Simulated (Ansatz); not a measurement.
From the elastic tensor of Hf2S to moduli and sound speeds

Level of theory: DFT PBEsol, scalar-relativistic, plane waves, PAW in Ansatz. Plane waves to 420 eV; Γ-centred k mesh 12×12×4; Fermi-Dirac smearing of 0.15 eV. No spin polarisation.

The structure is hexagonal, space group P6_3/mmc (No. 194). Conventional cell: a = 3.340 Å, b = 3.340 Å, c = 11.709 Å, α = 90.00°, β = 90.00°, γ = 120.00°. Around Hf (site symmetry 3m) lie 3 S at 2.60 Å. S (site symmetry -6m2) has 6 Hf at 2.60 Å as nearest neighbours.

In a metal, frequencies and elastic constants depend on the k mesh and the smearing, soft modes and shear constants most. Spin–orbit coupling is left out, which matters for heavy elements. A semilocal functional can close a gap that the real compound has.

Relaxed-ion constants (GPa, on the Cartesian axes of the calculation):
C11 = 212.8, C12 = 90.1, C13 = 99.7, C22 = 212.8, C23 = 99.7, C33 = 285.3, C44 = 100.4, C55 = 100.4, C66 = 61.3 GPa; the others vanish.

Density 11.420 g/cm³; 6 atoms in 113.13 Å³.

The values that follow are for a polycrystal of randomly turned grains, by Hill's mean where one number stands.

With S = C⁻¹: B_V = (C11+C22+C33+2(C12+C13+C23))/9, G_V = (C11+C22+C33−C12−C13−C23+3(C44+C55+C66))/15, 1/B_R = S11+S22+S33+2(S12+S13+S23), 15/G_R = 4(S11+S22+S33−S12−S13−S23)+3(S44+S55+S66); Hill is their mean. Then v_l = √((B+4G/3)/ρ), v_t = √(G/ρ), v_m = [(2/v_t³+1/v_l³)/3]^(−1/3) and Θ = (ħ/k_B)·v_m·(6π²n/V)^(1/3) for n atoms in the volume V; E = 9BG/(3B+G), ν = (3B−2G)/(2(3B+G)) and A^U = 5G_V/G_R + B_V/B_R − 6.

```
Bulk modulus, Voigt / Reuss / Hill          : 143.3 / 140.2 / 141.8 GPa
Shear modulus, Voigt / Reuss / Hill         : 80.5 / 76.4 / 78.4 GPa
Young's modulus                             : 199 GPa
Poisson ratio                               : 0.266
Pugh ratio B/G                              : 1.81 (over 1.75, the rule of thumb for ductile)
Universal anisotropy index                  : 0.29
Longitudinal and transverse sound speeds    : 4644 and 2621 m/s
Debye temperature from the mean sound speed : 326 K
```

Whether Hf2S exists in this form wasn't checked.

Cost: 1 run of about 26 core-minutes, on Intel Xeon Platinum 8259CL (Skylake/Cascade Lake) (shared hosts).

Hf2S is stiffer along the stacking axis than within the basal plane: C33 is 285.3 GPa against 212.8 GPa for C11, and C44 also exceeds C66. This reverses the pattern of van der Waals disulfides, where compression and shear across the gap are the soft modes. The metal-rich composition probably explains it. Sulfur sits inside the slabs, so hafnium layers face each other, and the valence electrons left over after sulfide formation can bind them through Hf 5d states. Strain along c passes through slabs and interslab regions in series, so the large C33 argues against a weak gap. The constants alone cannot separate direct Hf–Hf bonding from interstitial, electride-like charge.

The polycrystal averages hide much of this directionality. With B/G at 1.81, barely above the empirical boundary, the ratio is weak evidence for ductility, which also depends on slip and cleavage. The tensor satisfies the Born criteria, but this covers only homogeneous strain and doesn't exclude phonon instabilities at finite wavevector.
